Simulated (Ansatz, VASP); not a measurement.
La2O: VASP beside Ansatz

```xyz
6
Lattice="6.7110 0.0000 0.0000 0.0000 6.7110 0.0000 0.0000 0.0000 3.6790" Properties=species:S:1:pos:R:3 pbc="T T T"
La    5.4720    2.1165    1.8395
La    1.2390    4.5945    1.8395
La    4.5945    5.4720    1.8395
La    2.1165    1.2390    1.8395
O     0.0000    0.0000    1.8395
O     3.3555    3.3555    1.8395
```

Alike in both runs: functional PBE; k mesh 4 × 4 × 4; occupations gaussian, width 0.1 eV; no spin polarisation.

Ansatz relaxed the structure, and its values are those at the end. VASP's run is a single point on that final structure, the one shown.

|  | VASP | Ansatz |
| --- | --- | --- |
| version | VASP 6.6.1 | Ansatz 0.2.0 |
| potentials or method | VASP PAW PBE potentials, release 64 (La, O) | scalar-relativistic, plane waves, PAW |
| plane-wave cutoff (eV) | 520 | 420 |
| valence electrons in the cell | 56 | 56 |

|  | VASP | Ansatz | Ansatz less VASP |
| --- | --- | --- | --- |
| gap on the k mesh at the Fermi level (eV) | none | none | - |
| pressure (GPa) | 0.1 | 0.2 | +0.07 |
| rms of the force components (eV/Å) | 0.007 | 0.007 | 0.0000 |

A gap of «none» marks a metal or a gap that the smearing closes.

Caveats: the k mesh is coarse (spacing up to 0.43 Å⁻¹), so the values aren't converged. The runs have no spin-orbit coupling, so splittings on La are missing.
